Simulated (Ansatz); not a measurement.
Reactions of C$_{5}$H$_{8}$O (`C=CCOC=C`).

Computed with Ansatz on PBE0-D4/def2-TZVP structures; ΔE is electronic, products minus reactants. CCSD(T)/CBS is the MP2 limit (def2-TZVPP, def2-QZVPP) plus CCSD(T) − MP2 in def2-TZVPP, frozen cores. This one scheme is used for every species, atoms too. Open shells (•) are unrestricted, without spin–orbit coupling. Spin–orbit coupling would lower the free atoms: a little for C, O. Each species was taken in one conformer, which may not be the lowest.

Problem. Order these by ΔE at CCSD(T)/CBS, lowest first. (Best estimate.)
A. `C=CCOC=C` → `C#CC(C)OC`
B. `C=CCOC=C` + H₂O → `C=COCO` + ethylene
C. `C=CCOC=C` → `CC1C=COC1`
D. `C=CCOC=C` → `C=COC=C` + `[CH2]` (triplet)
E. `C=CCOC=C` → 5 C• + 8 H• + O•
F. `C=CCOC=C` → `C=C1OC1(C)C`
G. `C=CCOC=C` → `C=CCC1CO1`
H. `C=CCOC=C` + trifluoromethane → `C=CC(F)(F)F` + `C=CCO`

Solution. C (-82.0 kJ/mol), H (-28.0 kJ/mol), F (+6.2 kJ/mol), G (+21.0 kJ/mol), B (+40.2 kJ/mol), A (+59.4 kJ/mol), D (+431.9 kJ/mol), E (+5836.0 kJ/mol).

Largest T1 diagnostic: 0.013, for `C=COC=C`.
